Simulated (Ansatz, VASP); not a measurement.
## One calculation of Te, two programs

```
Te
1.0
     4.31959    0.00000    0.00000
    -2.15979    3.74087    0.00000
     0.00000    0.00000    5.96641
Te
3
Cartesian
  1.2287 0.0000 1.9888
  -0.6144 1.0641 3.9776
  1.5454 2.6768 0.0000
```

Alike in both runs: functional PBE; dispersion D3(BJ); k mesh 9 × 9 × 6; occupations gaussian, width 0.01 eV; no spin polarisation.

Ansatz relaxed the structure, and its values are those at the end. VASP's run is a single point on that final structure, the one shown.

```csv
,VASP,Ansatz
version,VASP 6.6.1,Ansatz 0.2.0
potentials or method,"VASP PAW PBE potentials, release 64 (Te)","scalar-relativistic, plane waves, PAW"
plane-wave cutoff (eV),520,420
valence electrons in the cell,18,48
```

|  | VASP | Ansatz | Ansatz less VASP |
| --- | --- | --- | --- |
| gap on the k mesh at the Fermi level (eV) | 0.02 | 0.03 | +0.016 |
| least direct gap on the mesh (eV) | 0.02 | 0.03 | +0.016 |
| pressure (GPa) | 0.0 | 0.0 | +0.01 |
| rms of the force components (eV/Å) | 0.007 | 0.002 | -0.0048 |

The two sets of potentials don't hold the same shells in valence.

Caveats: spin-orbit coupling is left out, which moves the levels of the heavy elements; an odd mesh through Γ misses points on the zone boundary, where band edges often lie.
